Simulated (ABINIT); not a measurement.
Runs of ABINIT 10.8.3 (patched build) on Pt. It takes space group Fm-3m (No. 225, cubic). Conventional cell: a = 3.922 Å, b = 3.922 Å, c = 3.922 Å, α = 90.00°, β = 90.00°, γ = 90.00°. Around Pt (site symmetry m-3m) lie 12 Pt at 2.77 Å. 

```csv
task,level,potentials or basis,cutoff (eV),fine-grid cutoff,gap on the mesh (eV),pressure (GPa),V0 of scaled cells (Å³/atom),B0 (GPa)
equation of state,PBE,JTH PAW PBE v2.0,599,1197.3 eV,-,-,15.69,(a)
equation of state,PBE,JTH PAW PBE v2.0,435,870.764 eV,-,-,15.70,249
band structure,LDA,JTH PAW LDA v2.0,544,1088.46 eV,none,-5.7,-,-
equation of state,LDA-PZ,JTH PAW LDA v2.0,544,1088.46 eV,-,-,(d),307
equation of state,revPBE+D3(BJ),JTH PAW PBE v2.0,435,870.764 eV,-,-,14.96,(b)
band structure,PBE,JTH PAW PBE v2.0,435,870.764 eV,none,(c),-,-
band structure,PBE,PseudoDojo NC SR PBE v0.5 standard,1143,-,none,9.6,-,-
equation of state,PBEsol,JTH PAW PBE v2.0,435,870.764 eV,-,-,15.14,287
```

Alike in all rows: no spin polarisation; cell as given; k mesh 12 × 12 × 12; smearing fermi-dirac 0.05 eV.

Question: Estimate the missing entries.

Answer: (a) 251; (b) 290; (c) 11.1; (d) 14.81.

Caveats: pressures at fixed basis lie under the slope of the energies (some runs); spin-orbit coupling is left out, which moves the levels of the heavy elements (some runs); the PAW data sets were made with another functional, which shifts forces and pressure a little (some runs).

A k mesh can miss the band edges, and the runs leave out spin-orbit coupling on Pt.

A gap of «none» marks a metal or a gap under the smearing width.

The runs don't all hold the same shells in valence.
